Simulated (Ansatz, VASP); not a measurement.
# One calculation of Al, two programs

```
Al
1.0
     0.00000    1.95526    1.95526
     1.95526    0.00000    1.95526
     1.95526    1.95526    0.00000
Al
1
Direct
  0.00000 0.00000 0.00000
```

Alike in both runs: task single point; functional r2SCAN; k mesh 18 × 18 × 18; occupations gaussian, width 0.1 eV; no spin polarisation.

|  | VASP | Ansatz |
| --- | --- | --- |
| version | VASP 6.6.1 | Ansatz 0.2.0 |
| potentials or method | VASP PAW PBE potentials, release 64 (Al) | scalar-relativistic, plane waves, PAW |
| plane-wave cutoff (eV) | 520 | 500 |
| valence electrons in the cell | 3 | 3 |

Ansatz gave:

```
gap on the k mesh at the Fermi level (eV) : none
pressure (GPa)                            : 6.6
```

**Question.** Estimate VASP's values.

**Answer.** gap on the k mesh at the Fermi level (eV): none; pressure (GPa): 6.2.

A gap of «none» marks a metal or a gap that the smearing closes. The functional is the same, so the differences come from potentials, cutoffs and numerics.

Caveats: the PAW data sets were made with another functional, which shifts forces and pressure a little (VASP).
